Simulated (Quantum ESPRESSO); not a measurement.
Se:

```
Se
1.0
     4.36620    0.00000    0.00000
    -2.18310    3.78124    0.00000
     0.00000    0.00000    4.95360
Se
3
Direct
  0.77460 0.77460 0.00000
  0.00000 0.22540 0.66667
  0.22540 0.00000 0.33333
```

Base run:

```yaml
Program: Quantum ESPRESSO 7.5
Functional: LDA
Potentials_or_basis: GBRV 1.5 LDA
Cutoff: 612 eV
Density_cutoff: 4898 eV
k_mesh: 7 × 7 × 6
Occupations: fermi-dirac, width 0.05 eV
Spin: no spin polarisation
```

Its results: band gap on the k mesh 1.10 eV, indirect (least direct gap 1.40 eV); pressure -1.2 GPa; largest force 0.238 eV/Å.

The run is repeated on the same cell with these changes: functional from LDA to PBEsol; potentials or basis from GBRV 1.5 LDA to GBRV 1.5 PBEsol. What comes out?

Band gap on the k mesh 1.14 eV, indirect (least direct gap 1.43 eV); pressure 0.2 GPa; largest force 0.296 eV/Å.

Caveats: the mesh misses the band edges, which the band path finds closer together (some runs); an odd mesh through Γ misses points on the zone boundary, where band edges often lie (some runs).
